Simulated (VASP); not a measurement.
**TaN: relaxation of cell and atoms with PBE**

Crystal: TaN.

```
Ta N
1.0
     2.93800    0.00000    0.00000
    -1.46900    2.54438    0.00000
     0.00000    0.00000    2.88300
Ta N
1 1
Direct
  0.33333 0.66667 0.50000
  0.00000 0.00000 0.00000
```

```
Program                : VASP 6.6.1
Task                   : relaxation of cell and atoms
Functional             : PBE
Potentials or basis    : VASP PAW PBE potentials, release 54 (Ta, N)
Cutoff                 : 900 eV
k mesh                 : 10 × 10 × 9
Occupations            : fermi-dirac, width 0.05 eV
Spin                   : no spin polarisation
Further INCAR settings : ALGO = Normal; EDIFF = 1e-06; IBRION = 2; EDIFFG = -0.01; NSW = 60; ISIF = 3
```

| Quantity | Value |
| --- | --- |
| Relaxed volume | 10.90 Å³/atom |
| Relaxed cell | a = 2.948 Å, b = 2.948 Å, c = 2.896 Å, α = 90.00°, β = 90.00°, γ = 120.00° |
| Space group after relaxing (to 0.05 Å) | P-6m2 (No. 187) |
| Energy gained by relaxing | 1.5 meV/atom |
| Ionic steps | 3 |
| Pressure after relaxing | -0.1 GPa |
| Band gap on the k mesh | none (metal or under the smearing width) |

The path:
| step | energy change (eV) | largest force (eV/Å) | pressure (GPa) | volume (Å³) |
| --- | --- | --- | --- | --- |
| 1 | 0.0000 | 0.0000 | 3.99 | 21.55 |
| 2 | 0.0155 | 0.0000 | -9.27 | 22.40 |
| 3 | -0.0030 | 0.0000 | -0.06 | 21.79 |

Final structure:
```
Ta N
1.0
     2.94770    0.00000    0.00000
    -1.47385    2.55278    0.00000
     0.00000    0.00000    2.89597
Ta N
1 1
Direct
  0.33333 0.66667 0.50000
  0.00000 0.00000 0.00000
```

Levels at points of the mesh, in eV from the Fermi level:
```
           k point  band 1  band 2  band 3  band 4  band 5  band 6  band 7  band 8  band 9
(0.00, 0.00, 0.00)  -17.73   -4.55   -4.55   -4.22   -2.97    2.09    3.47    3.47    3.86
(0.50, 0.00, 0.00)  -15.60   -8.28   -5.19   -3.49   -3.21    2.89    3.90    5.09    5.15
```

Run time: 29 s on 1 thread of Intel(R) Xeon(R) 6975P-C (Granite Rapids) (shared host), peak memory 0.21 GiB.

Spin-orbit coupling is left out, which matters for the levels of Ta. PBE usually gives volumes a little too large and moduli too small.
